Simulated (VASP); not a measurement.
# GeSe7 (Fm-3m) in VASP: relaxation of cell and atoms with PBE

Aim: the relaxation of cell and atoms of GeSe7 with PBE.

Everything below comes from runs of VASP 6.6.1. Logs are shortened: lines on timing, memory, paths and dates and some standing lists are left out, and cuts for length are marked.

**1. The cell of the first run**

Symmetry: Fm-3m, No. 225, cubic system. The conventional cell has a = 10.499 Å, b = 10.499 Å, c = 10.499 Å, α = 90.00°, β = 90.00°, γ = 90.00°. Ge (site symmetry m-3m) is surrounded by 12 Se at 3.71 Å. Around Se (site symmetry m-3m) lie 12 Se at 3.71 Å. Se (site symmetry mmm) is surrounded by 2 Ge at 3.71 Å and 10 Se at 3.71 Å.

The cell was built by a generator and needn't be a form met in nature.

**2. Relaxation of cell and atoms, PBE (species swapped into the Mg7Sc type (Fm-3m, No. 225))**

Contents of INCAR:

```
SYSTEM = GeSe7
PREC = Accurate
ENCUT = 600
EDIFF = 1E-7
ISMEAR = 0
SIGMA = 0.1
LREAL = .False.
LASPH = .True.
NELM = 100
ALGO = Fast
ISIF = 3
LWAVE = .False.
LCHARG = .False.
GGA = PE
IBRION = 2
NSW = 90
EDIFFG = -0.04
```

Contents of KPOINTS:

```
regular mesh
0
Gamma
  4 4 4
  0 0 0
```

Contents of POSCAR:

```
GeSe7
1.0
    0.0000000000      5.2495331900      5.2495331900
    5.2495331900      0.0000000000      5.2495331900
    5.2495331900      5.2495331900      0.0000000000
Ge Se
1 7
Direct
    0.0000000000      0.0000000000      0.0000000000
    0.5000000000      0.5000000000      0.5000000000
    0.0000000000      0.0000000000      0.5000000000
    0.5000000000      0.0000000000      0.5000000000
    0.0000000000      0.5000000000      0.5000000000
    0.5000000000      0.5000000000      0.0000000000
    0.0000000000      0.5000000000      0.0000000000
    0.5000000000      0.0000000000      0.0000000000
```

Potentials or basis: VASP PAW PBE potentials, release 64 (Ge_d, Se).

The run is started by

```
cat potpaw_PBE.64/Ge_d/POTCAR potpaw_PBE.64/Se/POTCAR > POTCAR
mpirun -np 1 vasp_std > vasp.out
```

OUTCAR:

```text
SYSTEM = GeSe7
   PREC = Accurate
   ENCUT = 600
   EDIFF = 1E-7
   ISMEAR = 0
   LREAL = .False.
   LASPH = .True.
   NELM = 100
   ISIF = 3
   GGA = PE
   IBRION = 2
   NSW = 90
   EDIFFG = -0.04

 ion  position               nearest neighbor table
   1  0.000  0.000  0.000-
   2  0.500  0.500  0.500-
   3  0.000  0.000  0.500-
   4  0.500  0.000  0.500-
   5  0.000  0.500  0.500-
   6  0.500  0.500  0.000-
   7  0.000  0.500  0.000-
   8  0.500  0.000  0.000-

  LATTYP: Found a face centered cubic cell.
 ALAT       =    10.4990663800

  Lattice vectors:

 A1 = (   0.0000000000,   5.2495331900,   5.2495331900)
 A2 = (   5.2495331900,   0.0000000000,   5.2495331900)
 A3 = (   5.2495331900,   5.2495331900,   0.0000000000)

Analysis of symmetry for initial positions (statically):
=====================================================================
 Subroutine PRICEL returns:
 Original cell was already a primitive cell.

 Routine SETGRP: Setting up the symmetry group for a
 face centered cubic supercell.

 Subroutine GETGRP returns: Found 48 space group operations
 (whereof 48 operations were pure point group operations)
 out of a pool of 48 trial point group operations.

The static configuration has the point symmetry O_h .

Analysis of symmetry for dynamics (positions and initial velocities):
=====================================================================
 Subroutine PRICEL returns:
 Original cell was already a primitive cell.

 Routine SETGRP: Setting up the symmetry group for a
 face centered cubic supercell.

 Subroutine GETGRP returns: Found 48 space group operations
 (whereof 48 operations were pure point group operations)
 out of a pool of 48 trial point group operations.

The dynamic configuration has the point symmetry O_h .

 Subroutine INISYM returns: Found 48 space group operations
 (whereof 48 operations are pure point group operations),
 and found     1 'primitive' translations

----------------------------------------------------------------------------------------

                                     Primitive cell

  volume of cell :     289.3291

  direct lattice vectors                    reciprocal lattice vectors
     0.000000000  5.249533190  5.249533190    -0.095246564  0.095246564  0.095246564
     5.249533190  0.000000000  5.249533190     0.095246564 -0.095246564  0.095246564
     5.249533190  5.249533190  0.000000000     0.095246564  0.095246564 -0.095246564

  length of vectors
     7.423961033  7.423961033  7.423961033     0.164971888  0.164971888  0.164971888

  position of ions in fractional coordinates (direct lattice)
     0.000000000  0.000000000  0.000000000
     0.500000000  0.500000000  0.500000000
     0.000000000  0.000000000  0.500000000
     0.500000000  0.000000000  0.500000000
     0.000000000  0.500000000  0.500000000
     0.500000000  0.500000000  0.000000000
     0.000000000  0.500000000  0.000000000
     0.500000000  0.000000000  0.000000000

  ion indices of the primitive-cell ions
   primitive index   ion index
                 1           1
                 2           2
                 3           3
                 4           4
                 5           5
                 6           6
                 7           7
                 8           8

----------------------------------------------------------------------------------------

 KPOINTS: regular mesh

Automatic generation of k-mesh.
 Grid dimensions read from file:
 generate k-points for:    4    4    4

 Generating k-lattice:

  Cartesian coordinates                     Fractional coordinates (reciprocal lattice)
    -0.023811641  0.023811641  0.023811641     0.250000000  0.000000000  0.000000000
     0.023811641 -0.023811641  0.023811641     0.000000000  0.250000000  0.000000000
     0.023811641  0.023811641 -0.023811641     0.000000000  0.000000000  0.250000000

  Length of vectors
     0.041242972  0.041242972  0.041242972

  Shift w.r.t. Gamma in fractional coordinates (k-lattice)
     0.000000000  0.000000000  0.000000000

 Subroutine IBZKPT returns following result:
 ===========================================

 Found      8 irreducible k-points:

 Following reciprocal coordinates:
            Coordinates               Weight
  0.000000  0.000000  0.000000      1.000000
  0.250000  0.000000  0.000000      8.000000
  0.500000  0.000000  0.000000      4.000000
  0.250000  0.250000  0.000000      6.000000
  0.500000  0.250000  0.000000     24.000000
 -0.250000  0.250000  0.000000     12.000000
  0.500000  0.500000  0.000000      3.000000
 -0.250000  0.500000  0.250000      6.000000
   k-points           NKPTS =      8   k-points in BZ     NKDIM =      8   number of bands    NBANDS=     33
   number of dos      NEDOS =    301   number of ions     NIONS =      8
   total plane-waves  NPLWV = 216000
   dimension x,y,z NGX =    60 NGY =   60 NGZ =   60
   dimension x,y,z NGXF=   120 NGYF=  120 NGZF=  120
   ions per type =               1   7
   NGX,Y,Z   is equivalent  to a cutoff of  13.44, 13.44, 13.44 a.u.
   NGXF,Y,Z  is equivalent  to a cutoff of  26.87, 26.87, 26.87 a.u.
 SYSTEM =  GeSe7
   PREC   = accura    normal or accurate (medium, high low for compatibility)
   ISTART =      0    job   : 0-new  1-cont  2-samecut
   ICHARG =      2    charge: 1-file 2-atom 10-const
   ISPIN  =      1    spin polarized calculation?
   LNONCOLLINEAR =      F non collinear calculations
   LSORBIT =      F    spin-orbit coupling
   LASPH  =      T    aspherical Exc in radial PAW
   ENCUT  =  600.0 eV  44.10 Ry    6.64 a.u.  14.83 14.83 14.83*2*pi/ulx,y,z
   NELM   =    100;   NELMIN=  2; NELMDL= -5     # of ELM steps
   EDIFF  = 0.1E-06   stopping-criterion for ELM
   LREAL  =      F    real-space projection
   EDIFFG = -.4E-01   stopping-criterion for IOM
   NSW    =     90    number of steps for IOM
   IBRION =      2    ionic relax: 0-MD 1-quasi-New 2-CG
   NFREE  =      1    steps in history (QN), initial steepest desc. (CG)
   ISIF   =      3    stress and relaxation
   ISYM   =      2    0-nonsym 1-usesym 2-fastsym
   POTIM  = 0.5000    time-step for ionic-motion
   TEBEG  =    0.0;   TEEND  =   0.0 temperature during run
   PSTRESS=    0.0 pullay stress
   NELECT =      56.0000    total number of electrons
   NUPDOWN=      -1.0000    fix difference up-down
   EMIN   =  10.00;   EMAX   =-10.00  energy-range for DOS
   EFERMI =   0.00;   METHOD = LEGACY
   ISMEAR =     0;   SIGMA  =   0.10  broadening in eV -4-tet -1-fermi 0-gaus
   EFERMI_NEDOS =   21; number of points for ismear=-14 and -15
   IALGO  =     68    algorithm
   IMIX   =      4    mixing-type and parameters
     AMIX     =   0.40;   BMIX     =  1.00
     AMIX_MAG =   1.60;   BMIX_MAG =  1.00
  volume/ion in A,a.u.               =      36.17       244.06
  Fermi-wavevector in a.u.,A,eV,Ry     =   0.946979  1.789530 12.201275  0.896768
  Thomas-Fermi vector in A             =   2.075028
   LORBIT       =      0    0 simple, 1 ext, 2 COOP (PROOUT), +10 PAW based schemes
   GGA     = PE    functional components
   LHFCALC =     F    Hartree Fock is set to
   AEXX    =    0.0000 exact exchange contribution
   IVDW    =     0    specifies the selected vdW correction
   LEPSILON=     F    determine dielectric tensor
   LRPA    =     F    only Hartree local field effects (RPA)
 conjugate gradient relaxation of ions
 non-spin polarized calculation
 RMM-DIIS sequential band-by-band and
 Gauss-broadening in eV      SIGMA  =   0.10
  energy-cutoff  :      600.00
  volume of cell :      289.33
 maximum number of plane-waves:      9684
   NGX = 29   NGY = 29   NGZ = 29

--------------------------------------- Ionic step        1  -------------------------------------------

 number of electron      55.9999990 magnetization

 Free energy of the ion-electron system (eV)
  ---------------------------------------------------
  ext. energy  EPLUGINS =         0.00000000
  ---------------------------------------------------
  free energy    TOTEN  =       -17.69629540 eV

  energy without entropy =      -17.60003258  energy(sigma->0) =      -17.64816399

------------------------ aborting loop because EDIFF is reached ----------------------------------------

  FORCE on cell =-STRESS in cart. coord.  units (eV):
  Direction    XX          YY          ZZ          XY          YZ          ZX
  --------------------------------------------------------------------------------------
  -------------------------------------------------------------------------------------
  Total      -17.2411312    -17.2411312    -17.2411312      0.0000000     -0.0000000     -0.0000000
  in kB      -95.4738171    -95.4738171    -95.4738171      0.0000000     -0.0000000     -0.0000000
  external PRESSURE =     -95.4738171 kB  Pullay stress =       0.0000000 kB
[... 27 lines left out ...]
  energy  without entropy=      -17.6000325837  energy(sigma->0) =      -17.64816399

--------------------------------------- Ionic step        2  -------------------------------------------

 number of electron      56.0000001 magnetization

 E-fermi :   2.9748     XC(G=0):  -9.5102

 val. band max:        2.9648884056   @ k =   0.5000   0.2500   0.0000
 cond. band min:       3.0002384585   @ k =   0.5000   0.0000   0.0000
 fundamental gap:      0.0353500529
 Fermi energy:         2.9747808449

 k-point     1 :       0.0000    0.0000    0.0000
  band No.  band energies     occupation
      1     -22.6308      2.00000
      2     -22.6308      2.00000
      3     -22.6305      2.00000
      4     -22.6305      2.00000
      5     -22.6305      2.00000
      6     -11.1187      2.00000
[... 400 lines left out ...]
  energy  without entropy=      -24.1281877407  energy(sigma->0) =      -24.14628960

--------------------------------------- Ionic step        5  -------------------------------------------

 number of electron      56.0000001 magnetization

 Free energy of the ion-electron system (eV)
  ---------------------------------------------------
  ext. energy  EPLUGINS =         0.00000000
  ---------------------------------------------------
  free energy    TOTEN  =       -24.17272965 eV

  energy without entropy =      -24.13524133  energy(sigma->0) =      -24.15398549

 E-fermi :   5.4401     XC(G=0): -10.5583

 val. band max:        5.4118644825   @ k =  -0.2500   0.2500   0.0000
 cond. band min:       5.5251769857   @ k =   0.5000   0.0000   0.0000
 fundamental gap:      0.1133125033
 Fermi energy:         5.4401118442

 k-point     1 :       0.0000    0.0000    0.0000
  band No.  band energies     occupation
      1     -19.8832      2.00000
      2     -19.8832      2.00000
      3     -19.8832      2.00000
      4     -19.8819      2.00000
      5     -19.8819      2.00000
      6     -10.3608      2.00000
[... 312 lines left out ...]
  FREE ENERGIE OF THE ION-ELECTRON SYSTEM (eV)
  ---------------------------------------------------
  free  energy   TOTEN  =       -24.1727296453 eV

  energy  without entropy=      -24.1352413288  energy(sigma->0) =      -24.15398549

 reached required accuracy - stopping structural energy minimisation
```

Wall time 10 min (1 thread of Intel Xeon 6975P-C (Granite Rapids), shared host); peak memory 0.58 GiB.

What came out:

```
Free energy                            : -24.1727 eV
Relaxed volume                         : 20.66 Å³/atom
Relaxed cell                           : a = 6.160 Å, b = 6.160 Å, c = 6.160 Å, α = 60.00°, β = 60.00°, γ = 60.00°
Space group after relaxing (to 0.05 Å) : Fm-3m (No. 225)
Energy gained by relaxing              : 809.6 meV/atom
Ionic steps                            : 5
Pressure after relaxing                : -0.1 GPa
Band gap on the k mesh                 : none (metal or under the smearing width)
```

Step by step:
| step | energy change (eV) | largest force (eV/Å) | pressure (GPa) | volume (Å³) |
| --- | --- | --- | --- | --- |
| 1 | 0.0000 | 0.0000 | -9.55 | 289.33 |
| 2 | -5.0024 | 0.0000 | -8.84 | 208.14 |
| 3 | -6.4314 | 0.0000 | -2.22 | 171.42 |
| 4 | -6.4681 | 0.0000 | 1.06 | 162.59 |
| 5 | -6.4764 | 0.0000 | -0.06 | 165.30 |

Final structure:
```
Ge Se
1.0
     0.00000    4.35596    4.35596
     4.35596    0.00000    4.35596
     4.35596    4.35596    0.00000
Ge Se
1 7
Direct
  0.00000 0.00000 0.00000
  0.50000 0.50000 0.50000
  0.00000 0.00000 0.50000
  0.50000 0.00000 0.50000
  0.00000 0.50000 0.50000
  0.50000 0.50000 0.00000
  0.00000 0.50000 0.00000
  0.50000 0.00000 0.00000
```

Caveat: the volume moved by over 15 % at a fixed basis, so the end points are rough.
